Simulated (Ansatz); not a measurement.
PbSe under changes of volume

One of the cells (58.477 Å³/atom); the others are scaled copies at fixed shape and fractional positions:

```
Pb Se
1.0
     4.41489    0.00000    0.00000
    -0.01031    4.41488    0.00000
    -2.20229   -2.20744   12.00080
Pb Se
2 2
Direct
  0.80684 0.80730 0.61844
  0.18545 0.19981 0.38238
  0.28733 0.32315 0.62319
  0.68427 0.69990 0.37796
```

- Program: Ansatz 0.2.0
- Functional: LDA
- Potentials or basis: Ansatz PAW
- Cutoff: 420 eV (not typed: the program's choice for these potentials)
- k mesh: 6 × 6 × 3
- Occupations: fermi-dirac, width 0.05 eV
- Spin: no spin polarisation

```csv
volume (Å³/atom),energy over the lowest point (meV/atom),largest force (eV/Å)
54.969,0.00,0.289
56.138,8.96,0.390
57.308,21.20,0.485
58.477,?,?
59.647,54.10,0.655
60.817,74.12,0.730
61.986,96.17,0.800
```

Q: What does the run at 58.477 Å³/atom give?

A: Energy over the lowest point 36.36 meV/atom; largest force 0.574 eV/Å.

Worked out: A Birch-Murnaghan fit of order 3 (a polynomial in V^(-2/3)) to the other rows has no minimum within the range. It gives 36.35 meV/atom at 58.477 Å³/atom, against the run's 36.36.

Energies are extrapolated to zero smearing.

Caveats: the PAW data sets come from PBE, with cores solved anew for the run's functional, which leaves a small shift of forces and pressure.
